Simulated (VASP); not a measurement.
# MnS: single point with r2SCAN

The system is MnS.

```
Mn S
1.0
     4.30568    0.00000    0.00000
     0.00000    4.30568    0.00000
     0.00000    0.00000    5.36058
Mn S
2 2
Direct
  0.00000 0.50000 0.00000
  0.50000 0.00000 0.50000
  0.00000 0.00000 0.25000
  0.00000 0.00000 0.75000
```

Measurements of this composition are mostly on another form, of space group No. 225.

- Program: VASP 6.6.1
- Task: single point
- Functional: r2SCAN
- Potentials or basis: VASP PAW PBE potentials, release 64 (Mn_pv, S)
- Cutoff: 520 eV
- k mesh: 5 × 5 × 4
- Occupations: gaussian, width 0.05 eV
- Spin: no spin polarisation

| Quantity | Value |
| --- | --- |
| Pressure | -18.0 GPa |
| Band gap on the k mesh | none (metal or under the smearing width) |

Stress tensor (GPa, compression positive):
```
-22.02   0.00   0.00
  0.00 -22.02   0.00
  0.00   0.00  -9.81
```

Levels at points of the mesh, in eV from the Fermi level:
```tsv
k point	band 17	band 18	band 19	band 20	band 21	band 22
(0.00, 0.00, 0.00)	-0.71	-0.35	0.20	0.20	0.57	1.92
(0.00, 0.00, 0.50)	-0.53	-0.53	-0.11	-0.11	0.37	0.37
```

Run time: 72 s on 1 thread of Intel(R) Xeon(R) 6975P-C (Granite Rapids) (shared host), peak memory 0.21 GiB.

Caveat: so large a pressure means that the cell lies far from this level's equilibrium, or that cutoff or potentials fall short; the potentials were made for another functional, which shifts forces and pressure; the run has no spin polarisation, though such a crystal can be magnetic; semilocal functionals often make such compounds metallic where correlation or magnetic order opens a gap, which also shifts bond lengths. With open d or f shells a metallic result of r2SCAN can be an artefact of self-interaction; +U or a hybrid may open a gap.
